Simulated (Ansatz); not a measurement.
A run of Ansatz 0.2.0 is set up as follows.

The input input.yaml:

```yaml
crystal:
  lattice:
    - [0.0, 1.89785, 1.89785]
    - [1.89785, 0.0, 1.89785]
    - [1.89785, 1.89785, 0.0]
  atoms:
    - { symbol: Rh, position: [0.0, 0.0, 0.0] }
hamiltonian:
  xc: pbesol
  pseudopotentials: { kind: paw_fr }
magnetization:
  noncollinear: true
  spin_orbit: true
kpoints:
  mp_grid: { grid: [12, 12, 12] }
  band_path:
    path:
      - [[0.0, 0.0, 0.0], [0.5, 0.0, 0.5], [0.5, 0.25, 0.75], [0.375, 0.375, 0.75], [0.0, 0.0, 0.0], [0.5, 0.5, 0.5], [0.625, 0.25, 0.625], [0.5, 0.25, 0.75], [0.5, 0.5, 0.5], [0.375, 0.375, 0.75]]
      - [[0.625, 0.25, 0.625], [0.5, 0.0, 0.5]]
    npoints: 14
scf:
  occupations: { method: fermi_dirac, width: 0.05 }
  n_extra_bands: 6
output:
  forces: true
  stress: true
  eigenvalues: true
  fatbands: false
  write_density: true
  write_potential: true
  elf: true
  volumetric_format: npy
```

Potentials or basis: Ansatz PAW.

Run with:

```console
$ ansatz run input.yaml --threads 2 --pin off --max-ram 5632MiB --backend cpu --events-out ev --progress --plain --runs-dir out
```

Task: Estimate the pressure.

Result: -3.5 GPa.

Task: Predict the band gap on the k mesh.

Result: None (metal or under the smearing width).

Levels at the corners of the path, in eV from the Fermi level:
| point | band 12 | band 13 | band 14 | band 15 | band 16 | band 17 | band 18 | band 19 | band 20 | band 21 |
| --- | --- | --- | --- | --- | --- | --- | --- | --- | --- | --- |
| Γ | -3.26 | -3.26 | -3.26 | -3.00 | -3.00 | -1.01 | -1.01 | -1.01 | -1.01 | 15.70 |
| X | -6.07 | 0.49 | 0.49 | 0.86 | 0.86 | 1.12 | 1.12 | 3.13 | 3.13 | 12.25 |
| W | -3.93 | -3.88 | -3.88 | -1.24 | -1.24 | 0.98 | 0.98 | 9.36 | 9.36 | 9.76 |
| K | -4.88 | -2.15 | -2.15 | -0.73 | -0.73 | 0.36 | 0.36 | 7.79 | 7.79 | 8.55 |
| Γ | -3.26 | -3.26 | -3.26 | -3.00 | -3.00 | -1.01 | -1.01 | -1.01 | -1.01 | 15.70 |
| L | -3.38 | -3.10 | -3.10 | 0.47 | 0.47 | 0.60 | 0.60 | 0.64 | 0.64 | 8.62 |
| U | -4.88 | -2.15 | -2.15 | -0.73 | -0.73 | 0.36 | 0.36 | 7.79 | 7.79 | 8.55 |
| W | -3.93 | -3.88 | -3.88 | -1.24 | -1.24 | 0.98 | 0.98 | 9.36 | 9.36 | 9.76 |
| L | -3.38 | -3.10 | -3.10 | 0.47 | 0.47 | 0.60 | 0.60 | 0.64 | 0.64 | 8.62 |
| K | -4.88 | -2.15 | -2.15 | -0.73 | -0.73 | 0.36 | 0.36 | 7.79 | 7.79 | 8.55 |
| U | -4.88 | -2.15 | -2.15 | -0.73 | -0.73 | 0.36 | 0.36 | 7.79 | 7.79 | 8.55 |
| X | -6.07 | 0.49 | 0.49 | 0.86 | 0.86 | 1.12 | 1.12 | 3.13 | 3.13 | 12.25 |

Caveat: the PAW data sets come from PBE, with cores solved anew for the run's functional, which leaves a small shift of forces and pressure.
